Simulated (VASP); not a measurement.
A run of VASP 6.6.1 is set up as follows.

Contents of INCAR:

```
SYSTEM = Al
PREC = Accurate
ENCUT = 600
EDIFF = 1E-7
ISMEAR = 0
SIGMA = 0.05
LREAL = .False.
LASPH = .True.
NELM = 100
ALGO = Normal
ISIF = 3
LWAVE = .False.
LCHARG = .False.
GGA = PE
IBRION = 2
NSW = 80
EDIFFG = -0.03
```

Contents of KPOINTS:

```
regular mesh
0
Gamma
  8 8 4
  0 0 0
```

File POSCAR:

```
Al
1.0
    2.8635818422      0.0000000000      0.0000000000
   -1.4317909211      2.4799346212      0.0000000000
    0.0000000000      0.0000000000      4.6771836756
Al
2
Direct
    0.3333333333      0.6666666667      0.7500000000
    0.6666666667      0.3333333333      0.2500000000
```

Potentials or basis: VASP PAW PBE potentials, release 64 (Al).

Launch:

```console
$ cat potpaw_PBE.64/Al/POTCAR > POTCAR
$ mpirun -np 1 vasp_std > vasp.out
```

Question: What does it give for the relaxed volume?

Answer: 16.69 Å³/atom.

Question: Predict the band gap on the k mesh.

Answer: None (metal or under the smearing width).

Stress tensor (GPa, compression positive):
```
-0.15  0.00  0.00
 0.00 -0.15  0.00
 0.00  0.00 -0.04
```
